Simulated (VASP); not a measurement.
The system is Ti2Se3.

```
Ti Se
1.0
     3.60000    0.00000    0.00000
    -1.80000    3.11769    0.00000
     0.00000    0.00000    9.63000
Ti Se
2 3
Cartesian
  0.0000 2.0785 1.6371
  1.8000 1.0392 7.9929
  1.8000 1.0392 3.1779
  0.0000 2.0785 6.4521
  0.0000 0.0000 0.0000
```

The cell was built by a generator and needn't be a form met in nature.

| Quantity | Value |
| --- | --- |
| Program | VASP 6.6.1 |
| Task | relaxation of cell and atoms |
| Functional | PBE |
| Potentials or basis | VASP PAW PBE potentials, release 64 (Ti_sv, Se) |
| Cutoff | 520 eV |
| k mesh | 5 × 5 × 2 |
| Occupations | gaussian, width 0.15 eV |
| Spin | no spin polarisation |

At the start: pressure -4.4 GPa; volume 21.62 Å³/atom.

Problem. How do energy, volume and symmetry change on relaxing?

Solution. Over 11 steps the energy falls by 9.3 meV/atom and the volume is 21.52 Å³/atom (-0.4 %); space group P-3m1 (No. 164, to 0.05 Å).

Step by step:
```tsv
step	energy change (eV)	largest force (eV/Å)	pressure (GPa)	volume (Å³)
1	0.0000	0.5547	-4.41	108.08
2	0.1458	0.8346	7.48	99.02
3	-0.0209	0.2131	1.09	105.43
4	-0.0207	0.2459	0.69	105.65
5	-0.0207	0.2606	0.48	105.71
6	-0.0337	0.1090	0.46	106.18
7	-0.0376	0.2003	0.50	106.55
8	-0.0408	0.1216	-0.27	107.69
9	-0.0408	0.1196	-0.36	107.81
10	-0.0439	0.0843	-0.31	107.74
11	-0.0463	0.0553	-0.13	107.62
```

Final structure:
```cif
data_structure
_symmetry_space_group_name_H-M 'P 1'
_symmetry_Int_Tables_number 1
_cell_length_a 3.6474
_cell_length_b 3.6474
_cell_length_c 9.3411
_cell_angle_alpha 90.000
_cell_angle_beta 90.000
_cell_angle_gamma 120.000
_cell_volume 107.62
loop_
_atom_site_label
_atom_site_type_symbol
_atom_site_fract_x
_atom_site_fract_y
_atom_site_fract_z
_atom_site_occupancy
Ti1 Ti 0.33333 0.66667 0.16819 1
Ti2 Ti 0.66667 0.33333 0.83181 1
Se1 Se 0.66667 0.33333 0.32466 1
Se2 Se 0.33333 0.66667 0.67534 1
Se3 Se 0.00000 0.00000 0.00000 1
```

Caveat: the k mesh is coarse (spacing up to 0.40 Å⁻¹), so the values aren't converged; this functional lacks dispersion, which binds the layers, so the pressure and a relaxed spacing across them are unreliable; the relaxation stopped at a loose force limit of 0.08 eV/Å, so its end isn't a converged minimum.
